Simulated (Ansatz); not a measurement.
**Bands of PbS**

```
Pb S
1.0
     2.94050   -2.90000    0.00000
     2.94050    2.90000    0.00000
    -1.08005    0.00000   11.70929
Pb S
2 2
Direct
  0.77560 0.77560 0.63638
  0.22440 0.22440 0.36362
  0.26840 0.26840 0.59860
  0.73160 0.73160 0.40140
```

Atoms are numbered in the order listed.

The cell is COD entry 2106944, as deposited and not checked against the literature; nothing was relaxed.

Spin–orbit coupling is left out, though it moves levels of the heavy atoms by tenths of an eV or more.

Computed with DFT, PBEsol, all-electron LAPW, scalar-relativistic (Ansatz 0.2.0).

Settings: a Γ-centred 7×7×3 k mesh, Fermi–Dirac smearing of 0.01 eV, basis error target 0.5 meV/atom, no spin polarisation.

Points in fractions of the reciprocal vectors of this cell: Γ (0, 0, 0), C (-0.495, 0.495, 0), C2 (-0.505, -0.495, 0), Y2 (-0.5, -0.5, 0), M2 (-0.5, -0.5, 0.5), D (-0.516, -0.484, 0.5), D2 (-0.484, 0.484, 0.5), A (0, 0, 0.5). The path joins them by straight lines in the order Γ–C–C2–Y2–Γ–M2–D–D2–A; legs that retrace an earlier one aren't tabulated. Energies are in eV from the top of the valence band.

(1) List the levels at C between -20 and 6.5 eV.

(2) List the levels at A between -20 and 6.5 eV.

(3) List the levels at Γ between -20 and 6.5 eV.

(4) What is the band gap?

Answers

(1) -16.31 (×2), -16.20 (×2), -16.18 (×2), -16.16, -16.15, -16.12 (×2), -11.13, -11.05, -6.93, -6.84, -4.33, -4.30, -2.97, -2.94, -1.55, -1.45, 3.69, 3.80, 4.56, 4.64, 4.65, 4.80.

(2) -16.30, -16.22 (×2), -16.20, -16.18 (×2), -16.16, -16.16, -16.15, -16.14, -12.81, -11.31, -7.12, -5.52, -3.26, -2.59, -2.44, -1.46, -1.34, 0.00, 1.25, 3.86, 4.48, 4.83, 5.14, 5.39, 6.27.

(3) -16.30, -16.22 (×2), -16.20, -16.18 (×2), -16.16, -16.16, -16.15, -16.14, -12.81, -11.31, -7.12, -5.52, -3.26, -2.59, -2.44, -1.46, -1.34, 0.00, 1.37, 3.14, 4.83, 5.14, 5.39, 5.44, 6.27.

(4) 1.25 eV.
